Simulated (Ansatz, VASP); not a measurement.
**One calculation of TePb, two programs**

Contents of INCAR:

```
ALGO     = Normal         # electronic algorithm
EDIFF    = 1E-7           # SCF threshold, eV
ENCUT    = 520            # plane-wave cutoff, eV
GGA      = PE             # functional
ISIF     = 2              # what is computed and relaxed
ISMEAR   = 0              # smearing method
LASPH    = T              # aspherical terms in the spheres
LCHARG   = F              # write CHGCAR
LREAL    = F              # projectors in reciprocal space
LWAVE    = F              # write WAVECAR
NBANDS   = 17             # bands
NELM     = 100            # most SCF steps
PREC     = Accurate       # precision mode
SIGMA    = 0.05           # smearing width, eV
```

KPOINTS

```
k-points
0
Gamma
  8 8 8
```

POSCAR

```
TePb
1.0
   -1.3552550760      2.7105101520      2.7105101520
    2.7105101520     -1.3552550760      2.7105101520
    2.7105101520      2.7105101520     -1.3552550760
Te Pb
1 1
Direct
    0.5000000000      0.5000000000      0.5000000000
    0.0000000000      0.0000000000      0.0000000000
```

Input for Ansatz:

```yaml
crystal:
  lattice:
    - [-1.355255076, 2.710510152, 2.710510152]
    - [2.710510152, -1.355255076, 2.710510152]
    - [2.710510152, 2.710510152, -1.355255076]
  atoms:
    - { symbol: Te, position: [0.5, 0.5, 0.5] }
    - { symbol: Pb, position: [0.0, 0.0, 0.0] }
basis:
  ecutwfc: 420
kpoints:
  mp_grid: { grid: [8, 8, 8] }
hamiltonian:
  xc: pbe
scf:
  occupations: { method: gaussian, width: 0.05 }
output:
  forces: true
  stress: true
  eigenvalues: true
```

Alike in both runs: task single point; functional PBE; k mesh 8 × 8 × 8; occupations gaussian, width 0.05 eV; no spin polarisation.

|  | VASP | Ansatz |
| --- | --- | --- |
| version | VASP 6.6.1 | Ansatz 0.2.0 |
| potentials or method | VASP PAW PBE potentials, release 64 (Te, Pb_d) | scalar-relativistic, plane waves, PAW |
| plane-wave cutoff (eV) | 520 | 420 |
| valence electrons in the cell | 20 | 30 |

```csv
,VASP,Ansatz,Ansatz less VASP
gap on the k mesh at the Fermi level (eV),none,none,-
pressure (GPa),-1.8,-1.8,+0.04
```

A gap of «none» marks a metal or a gap that the smearing closes. The two sets of potentials don't hold the same shells in valence.

Spin-orbit coupling is left out, which matters for the levels of Pb, Te.
